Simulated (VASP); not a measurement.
# AlN in VASP: one cell, several levels of theory, part 2 of 2

The system is AlN, a lower-symmetry cell derived from the rocksalt prototype, a generated structure that needn't be the ground state.

VASP 6.6.1, plane waves, PAW. The steps go on from the part before.

## (3) r2SCAN at this geometry

INCAR

```
ENCUT = 520.000000
SIGMA = 0.010000
EDIFF = 1.00e-07
ALGO = Normal
METAGGA = R2SCAN
PREC = Accurate
IBRION = -1
ISIF = 2
ISMEAR = 0
NBANDS = 11
NELM = 120
NSW = 0
LASPH = .TRUE.
LCHARG = .FALSE.
LWAVE = .FALSE.
LREAL = .FALSE.
```

KPOINTS

```
KPOINTS created by Atomic Simulation Environment
0
Gamma
10 10 10
0 0 0
```

KPOINTS_OPT

```
special points
6
Reciprocal
0.0000000000 0.0000000000 0.0000000000 1
0.5000000000 0.0000000000 0.5000000000 1
0.6250000000 0.2500000000 0.6250000000 1
0.3750000000 0.3750000000 0.7500000000 1
0.5000000000 0.5000000000 0.5000000000 1
0.5000000000 0.2500000000 0.7500000000 1
```

POSCAR

```
Al N
 1.0000000000000000
     0.0258415161000000    2.0188684453999999    2.0188684453999999
     2.0188684453999999    0.0258415161000000    2.0188684453999999
     2.0447099615000002    2.0447099615000002    0.0000000000000000
 Al  N
   1   1
Cartesian
  0.0000000000000000  0.0000000000000000  0.0000000000000000
  2.0447099614999997  2.0447099614999997  2.0188684453999999
```

The run is started by

```sh
> mpirun -np 1 vasp_std
```

Printed to the terminal (iteration lines stand in OSZICAR):

```text
POSCAR found type information on POSCAR AlN
 POSCAR found :  2 types and       2 ions
 -----------------------------------------------------------------------------
|                                                                             |
|                                                                             |
|     You enforced a specific xc type in the INCAR file but a different       |
|     I HOPE YOU KNOW WHAT YOU ARE DOING!                                     |
|                                                                             |
 -----------------------------------------------------------------------------

 LDA part: xc-table for (None), standard interpolation
 POSCAR, INCAR and KPOINTS ok, starting setup
 FFT: planning ... GRIDC
 FFT: planning ... GRID_SOFT
 FFT: planning ... GRID
 WAVECAR not read
 entering main loop
 Start KPOINTS_OPT (optional k-point list driver)
k-point batch [1-6\6]
```

OSZICAR:

```text
N       E                     dE             d eps       ncg     rms          rms(c)
DAV:   1     0.524918808940E+01    0.52492E+01   -0.41849E+03  3842   0.644E+02
DAV:   2    -0.217617304683E+02   -0.27011E+02   -0.25890E+02  4529   0.145E+02
DAV:   3    -0.225436714566E+02   -0.78194E+00   -0.78058E+00  4550   0.226E+01
DAV:   4    -0.225470791055E+02   -0.34076E-02   -0.34074E-02  4247   0.160E+00
DAV:   5    -0.225471117326E+02   -0.32627E-04   -0.32627E-04  4472   0.149E-01    0.792E+00
DAV:   6    -0.188114326488E+02    0.37357E+01   -0.54548E+00  4092   0.125E+01    0.352E+00
DAV:   7    -0.188668608159E+02   -0.55428E-01   -0.39414E-01  4299   0.443E+00    0.205E+00
DAV:   8    -0.188856583443E+02   -0.18798E-01   -0.38694E-02  4014   0.149E+00    0.295E-01
DAV:   9    -0.188853440039E+02    0.31434E-03   -0.19050E-03  4421   0.283E-01    0.114E-01
DAV:  10    -0.188854900247E+02   -0.14602E-03   -0.27415E-04  4233   0.132E-01    0.643E-02
DAV:  11    -0.188854953640E+02   -0.53393E-05   -0.52889E-05  4445   0.419E-02    0.127E-02
DAV:  12    -0.188854956674E+02   -0.30336E-06   -0.22217E-06  4176   0.126E-02    0.242E-03
DAV:  13    -0.188854955984E+02    0.68983E-07   -0.49061E-07  4356   0.408E-03
   1 F= -.18885496E+02 E0= -.18885496E+02  d E =-.939338E-29
       N       E                     dE             ncg
DAV:   1     0.202131087332E+04   -0.16866E+04      132
DAV:   2     0.186440472112E+04   -0.15691E+03      193
DAV:   3     0.186073391419E+04   -0.36708E+01      162
DAV:   4     0.186071153330E+04   -0.22381E-01      175
DAV:   5     0.186071138418E+04   -0.14911E-03      156
DAV:   6     0.186071138195E+04   -0.22348E-05      172
DAV:   7     0.186071138191E+04   -0.38655E-07      140
```

From OUTCAR:

```text
k-points           NKPTS =    171   k-points in BZ     NKDIM =    171   number of bands    NBANDS=     11

   NELECT =       8.0000    total number of electrons

   dimension x,y,z NGX =    24 NGY =   24 NGZ =   24
   dimension x,y,z NGXF=    48 NGYF=   48 NGZF=   48

  energy-cutoff  :      520.00
  volume of cell :       16.45
      direct lattice vectors                 reciprocal lattice vectors
     0.025841516  2.018868445  2.018868445    -0.250874683  0.250874683  0.247663488
     2.018868445  0.025841516  2.018868445     0.250874683 -0.250874683  0.247663488
     2.044709962  2.044709962  0.000000000     0.244533459  0.244533459 -0.247663488

 k-points in reciprocal lattice and weights: KPOINTS created by Atomic Simulation Env
   0.00000000  0.00000000  0.00000000       0.001
   0.10000000 -0.00000000  0.00000000       0.004
   0.20000000 -0.00000000  0.00000000       0.004
   0.30000000  0.00000000  0.00000000       0.004
   0.40000000  0.00000000  0.00000000       0.004
   0.50000000  0.00000000  0.00000000       0.002
   0.10000000  0.10000000  0.00000000       0.002
   0.20000000  0.10000000  0.00000000       0.004
[... 163 more k-points ...]

 E-fermi :  10.0904

 k-point     1 :       0.0000    0.0000    0.0000
  band No.  band energies     occupation
      1      -8.6100      2.00000
      2       9.6506      2.00000
      3       9.8266      2.00000
      4      10.0164      2.00000
      5      16.3826      0.00000
      6      22.3577      0.00000
      7      22.7844      0.00000
      8      23.1660      0.00000
      9      28.4431      0.00000
     10      28.4548      0.00000
     11      28.5091      0.00000

 k-point     2 :       0.1000   -0.0000    0.0000
  band No.  band energies     occupation
      1      -8.3965      2.00000
      2       8.9255      2.00000
      3       9.5185      2.00000
      4       9.7565      2.00000
      5      16.9764      0.00000
      6      22.1221      0.00000
      7      22.7014      0.00000
      8      23.2275      0.00000
      9      26.9720      0.00000
     10      27.1232      0.00000
     11      29.5047      0.00000

 k-point     3 :       0.2000   -0.0000    0.0000
  band No.  band energies     occupation
      1      -7.7773      2.00000
      2       6.7356      2.00000
      3       9.1983      2.00000
      4       9.4116      2.00000
      5      17.5248      0.00000
      6      21.7289      0.00000
      7      23.0481      0.00000
      8      23.3578      0.00000
      9      26.2367      0.00000
     10      26.6994      0.00000
     11      28.8734      0.00000

 k-point     4 :       0.3000    0.0000    0.0000
  band No.  band energies     occupation
      1      -6.8349      2.00000
      2       4.3295      2.00000
      3       8.8445      2.00000
      4       9.0359      2.00000
      5      17.1673      0.00000
      6      22.3895      0.00000
      7      22.6064      0.00000
      8      22.8475      0.00000
      9      27.7368      0.00000
     10      27.9312      0.00000
     11      28.4152      0.00000

 k-point     5 :       0.4000    0.0000    0.0000
  band No.  band energies     occupation
      1      -5.8042      2.00000
      2       2.3181      2.00000
      3       8.5850      2.00000
      4       8.7604      2.00000
      5      16.7318      0.00000
      6      21.7056      0.00000
      7      21.9325      0.00000
      8      24.1441      0.00000
      9      27.3567      0.00000
     10      30.1582      0.00000
     11      30.8542      0.00000

 k-point     6 :       0.5000    0.0000    0.0000
  band No.  band energies     occupation
      1      -5.2818      2.00000
      2       1.4542      2.00000
      3       8.4911      2.00000
      4       8.6607      2.00000
      5      16.5724      0.00000
      6      21.4555      0.00000
      7      21.6903      0.00000
      8      24.6545      0.00000
      9      27.2049      0.00000
     10      31.6723      0.00000
     11      32.3712      0.00000

 k-point     7 :       0.1000    0.1000    0.0000
  band No.  band energies     occupation
      1      -8.3313      2.00000
      2       8.8738      2.00000
      3       9.2524      2.00000
      4       9.6513      2.00000
      5      17.2760      0.00000
      6      21.2669      0.00000
      7      23.0800      0.00000
      8      23.8105      0.00000
      9      25.3871      0.00000
     10      28.7902      0.00000
     11      30.8233      0.00000

 k-point     8 :       0.2000    0.1000    0.0000
  band No.  band energies     occupation
      1      -7.8537      2.00000
      2       7.3358      2.00000
      3       8.8489      2.00000
      4       9.2874      2.00000
      5      18.0048      0.00000
      6      20.6039      0.00000
      7      23.3136      0.00000
      8      23.7117      0.00000
      9      25.0532      0.00000
     10      28.1724      0.00000
     11      30.5359      0.00000

 k-point     9 :       0.3000    0.1000    0.0000
  band No.  band energies     occupation
      1      -7.0212      2.00000
      2       5.1502      2.00000
      3       8.4824      2.00000
      4       8.7783      2.00000
      5      17.8485      0.00000
      6      21.5591      0.00000
      7      22.0445      0.00000
      8      23.4478      0.00000
      9      26.6160      0.00000
     10      28.9158      0.00000
     11      29.7689      0.00000

 k-point    10 :       0.4000    0.1000    0.0000
  band No.  band energies     occupation
      1      -5.9999      2.00000
      2       3.0569      2.00000
      3       8.2719      2.00000
      4       8.2754      2.00000
      5      17.4315      0.00000
      6      21.0694      0.00000
      7      22.6355      0.00000
      8      23.3525      0.00000
      9      28.3499      0.00000
     10      29.4786      0.00000
     11      30.9094      0.00000

 k-point    11 :       0.5000    0.1000    0.0000
  band No.  band energies     occupation
      1      -5.2342      2.00000
      2       1.7586      2.00000
      3       7.9299      2.00000
      4       8.2697      2.00000
      5      17.2524      0.00000
      6      20.7326      0.00000
      7      22.0420      0.00000
      8      24.4162      0.00000
      9      28.6223      0.00000
     10      30.9686      0.00000
     11      31.9468      0.00000

[... the tables of k-points 12 to 171 left out ...]

  Total       -0.0633635     -0.0633635     -0.0939734     -0.8917675      0.0000000      0.0000000
  in kB       -6.1697369     -6.1697369     -9.1502389    -86.8319018      0.0000000      0.0000000
  external PRESSURE =      -7.1632376 kB  Pullay stress =       0.0000000 kB

 POSITION                                       TOTAL-FORCE (eV/Angst)
 -----------------------------------------------------------------------------------
      0.00000      0.00000      0.00000        -0.000000      0.000000      0.000000
      2.04471      2.04471      2.01887         0.000000      0.000000     -0.000000
 -----------------------------------------------------------------------------------
    total drift:                               -0.000000     -0.000000      0.000000

  FREE ENERGIE OF THE ION-ELECTRON SYSTEM (eV)
  ---------------------------------------------------
  free  energy   TOTEN  =       -18.8854955984 eV

  energy  without entropy=      -18.8854955984  energy(sigma->0) =      -18.88549560
```

Hardware: 1 MPI rank of Intel Xeon 6975P-C, shared host.

The levels at the points of KPOINTS_OPT are read from vasprun.xml.

Levels at the named points, in eV from the top of band v (v: the last filled band by count, c: the next):

```csv
point,v−1,v,c,c+1
Γ,-0.19,0.00,6.37,12.34
X,-3.09,-3.09,5.34,5.79
U,-5.74,-2.58,6.54,10.00
K,-5.89,-2.34,6.94,9.57
L,-1.35,-1.16,6.92,11.86
W,-6.03,-4.14,8.87,11.45
```

Gap with r2SCAN: 5.07 eV, valence top at Γ, conduction bottom at (0.50, 0.50, 0.00). Least direct gap: 6.37 eV. Pressure: -0.72 GPa; the forces vanish within 0.01 eV/Å.

## (4) What came out

This closing draws on all 2 parts.

| level | gap (eV) | pressure (GPa) | Ansatz: gap (eV) | Ansatz: pressure (GPa) |
| --- | --- | --- | --- | --- |
| PBE | 4.26 | 6.21 | 4.27 | 6.51 |
| r2SCAN | 5.07 | -0.72 | 5.08 | 0.09 |

The gap spans 4.26 eV (PBE) to 5.07 eV (r2SCAN). At this one volume the pressure spans -0.7 GPa (r2SCAN) to 6.2 GPa (PBE): PBE wants the largest cell and r2SCAN the smallest. The two programs agree on the gap within 0.03 eV, far less than the spread between functionals. Datasets and cutoffs are each program's own.
